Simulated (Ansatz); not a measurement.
Crystal: MnO2.

```
CELL_PARAMETERS angstrom
2.85658 0.00000 0.00000
-1.42829 2.47387 0.00000
0.00000 0.00000 4.60137
ATOMIC_POSITIONS crystal
Mn 0.00000 0.00000 0.50000
O 0.33333 0.66667 0.70629
O 0.66667 0.33333 0.29371
```

Measurements of this composition are mostly on another form, of space group No. 136.

Base run:

| Property | Result |
| --- | --- |
| Program | Ansatz 0.2.0 |
| Functional | LDA |
| Potentials or basis | Ansatz PAW |
| Cutoff | 420 eV |
| Density cutoff | 1680 eV |
| k mesh | 11 × 11 × 6 |
| Occupations | fermi-dirac, width 0.05 eV |
| Spin | collinear spin, ferromagnetic start |
| Starting moments | [4.0, 0.0, 0.0] μB |

Its results: band gap on the k mesh 0.44 eV, indirect (least direct gap 0.49 eV); pressure -8.9 GPa; net moment 3.00 μB per cell; site moments Mn +2.47; O +0.06 μB; largest force 0.553 eV/Å.

Question: The run is repeated on the same cell with these changes: functional from LDA to PBEsol. What comes out?

Answer: Band gap on the k mesh 0.73 eV, indirect (least direct gap 0.79 eV); pressure -2.2 GPa; net moment 3.00 μB per cell; site moments Mn +2.49; O +0.05 μB; largest force 0.164 eV/Å.

PBEsol binds less tightly than LDA, so the same cell stands under more pressure.

Caveats: a cell with one magnetic atom can't hold antiferromagnetic order, which such compounds often take; the PAW data sets come from PBE, with cores solved anew for the run's functional, which leaves a small shift of forces and pressure.

Not every run made on this cell is shown here.
